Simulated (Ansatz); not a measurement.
## InSb (F-43m), an elastic constant from a strain scan

Level of theory: DFT PBE, scalar-relativistic, plane waves, PAW (Ansatz). Settings: plane waves to 420 eV, k-mesh 16×16×16 (Γ-centred), Gaussian smearing 0.15 eV. No spin polarisation. Energies are free energies at this smearing, counted from the undisturbed cell; pressure is positive in compression.

The starting cell (relaxed at this level):

```
CELL_PARAMETERS angstrom
0.00000 3.31742 3.31742
3.31742 0.00000 3.31742
3.31742 3.31742 0.00000
ATOMIC_POSITIONS crystal
In 0.00000 0.00000 0.00000
Sb 0.75000 0.75000 0.75000
```

The cell is strained by ε times the Voigt pattern (1, 0, 0, 0, 0, 0) (xx, yy, zz, yz, xz, xy; engineering shear) with fractional coordinates fixed. The cell holds 2 atoms in V0 = 73.02 Å³. The stress column is τ = (1/V0) dE/dε, got from the stress tensor σ (compression positive) at each point as −det(1 + εP) σ : P(1 + εP)⁻¹, with P the pattern as a tensor.

| ε | ΔE (meV/atom) | τ (GPa) |
| --- | --- | --- |
| -0.0600 | 23.517 | -3.521 |
| -0.0300 | 5.742 | -1.699 |
| 0.0000 | 0.000 | -0.002 |
| 0.0150 | 1.364 | 0.795 |
| 0.0450 | 11.970 | 2.284 |
| 0.0600 | ? | ? |

**Question.** Which combination of elastic constants does this scan measure, and how large is it?

**Answer.** For small ε, τ = τ0 + Kε with K = pᵀCp, which for this pattern is C11 in the cubic axes. The parabola through τ at ε = -0.0300, 0 and 0.0150 has slope K = 54 GPa at zero. The energies per cell, E = NΔE, of the same two points give K = 2[E(ε₊)/ε₊ − E(ε₋)/ε₋]/[(ε₊ − ε₋)V0] = 55 GPa, in agreement.

**Question.** Predict the withheld row at ε = 0.0600 from the harmonic law, and compare.

**Answer.** ΔE = V0(τ0 ε + Kε²/2)/N = 22.235 meV/atom and τ = 3.25 GPa. The calculation gives 20.965 meV/atom and 2.97 GPa: the energy lies 6 % below the harmonic value, as bonds soften when stretched.

In a metal these slopes depend on the k mesh and the smearing.